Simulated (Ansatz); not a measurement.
Runs of Ansatz 0.2.0 on NbP. The structure is tetragonal, space group I4_1md (No. 109). Conventional cell: a = 3.350 Å, b = 3.350 Å, c = 11.480 Å, α = 90.00°, β = 90.00°, γ = 90.00°. Nb (site symmetry 2mm) is surrounded by 6 P at 2.55 Å. P (site symmetry 2mm) is surrounded by 6 Nb at 2.55 Å. The cell is a database's computed one.

```csv
task,level,spin,cell,k mesh,cutoff (eV),smearing,points for each segment of the path,gap on the mesh (eV),pressure (GPa),relaxed volume (Å³/atom),largest force (eV/Å)
band structure,r2SCAN,"SOC, no magnetisation",as given,8 × 8 × 8,500,fermi-dirac 0.05 eV,14,none,(a),-,-
band structure,PBEsol,"SOC, no magnetisation",as given,8 × 8 × 8,420,fermi-dirac 0.05 eV,14,none,(b),-,0.02
relaxation of cell and atoms,RPBE,off,relaxed,11 × 11 × 11,420,fermi-dirac 0.05 eV,-,-,0.0,16.23,-
relaxation of cell and atoms,PBE+D3(BJ),off,relaxed,11 × 11 × 11,420,fermi-dirac 0.05 eV,-,-,0.0,15.47,-
band structure,revPBE,off,as given,11 × 11 × 11,420,fermi-dirac 0.05 eV,14,none,0.8,-,0.02
single point,PBE,off,as given,11 × 11 × 11,420,gaussian 0.025 eV,-,none,-1.1,-,0.02
single point,PBE,off,as given,11 × 11 × 11,420,gaussian 0.012 eV,-,none,-1.1,-,0.02
single point,PBE,off,as given,11 × 11 × 11,420,gaussian 0.014 eV,-,none,-1.1,-,0.02
relaxation of cell and atoms,revPBE,off,relaxed,11 × 11 × 11,420,fermi-dirac 0.05 eV,-,-,0.0,16.17,-
single point,PBE,off,as given,11 × 11 × 11,420,gaussian 0.016 eV,-,none,-1.1,-,0.02
relaxation of cell and atoms,PBE+D4,off,relaxed,11 × 11 × 11,420,fermi-dirac 0.05 eV,-,-,0.0,15.67,-
single point,PBE,off,as given,11 × 11 × 11,420,gaussian 0.022 eV,-,none,-1.1,-,0.02
```

Alike in all rows: potentials or basis Ansatz PAW.

Q: Estimate the missing entries.

A: (a) -1.6; (b) -6.3.

Caveats: the PAW data sets come from PBE, with cores solved anew for the run's functional, which leaves a small shift of forces and pressure (some runs); the plane-wave basis is chosen anew once the cell has moved, so the energies of steps on either side of that aren't comparable (some runs).

A k mesh can miss the band edges, and rows without SOC leave out spin-orbit coupling on Nb.

A gap of «none» marks a metal or a gap under the smearing width.
